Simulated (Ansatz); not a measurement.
# Sn: equation of state with PBE

Crystal: Sn.

```
Sn
1.0
     0.00000    3.23334    3.23334
     3.23334    0.00000    3.23334
     3.23334    3.23334    0.00000
Sn
2
Direct
  0.75000 0.75000 0.75000
  0.50000 0.50000 0.50000
```

This isn't the form of Sn at room conditions, which is tetragonal (white tin).

| Item | Value |
| --- | --- |
| Program | Ansatz 0.2.0 |
| Task | equation of state |
| Functional | PBE |
| Potentials or basis | Ansatz PAW earlier set |
| Cutoff | 640 eV |
| Density cutoff | 2560 eV |
| k mesh | 7 × 7 × 7 |
| Occupations | fermi-dirac, width 0.05 eV |
| Spin | no spin polarisation |

The equilibrium volume is 36.87 Å³/atom (rough: see the caveat) and the bulk modulus is 36 GPa (rough).

Energy against volume, from the lowest point:
| volume (Å³/atom) | energy (meV/atom) |
| --- | --- |
| 31.775 | 101.43 |
| 32.451 | 72.26 |
| 33.127 | 48.71 |
| 33.803 | 30.21 |
| 34.479 | 16.23 |
| 35.155 | 6.30 |
| 35.831 | 0.00 |

All runs of the series together: 15 s on 2 threads of Arm Neoverse V2 (shared host).

Caveat: the minimum lies outside the volumes run.
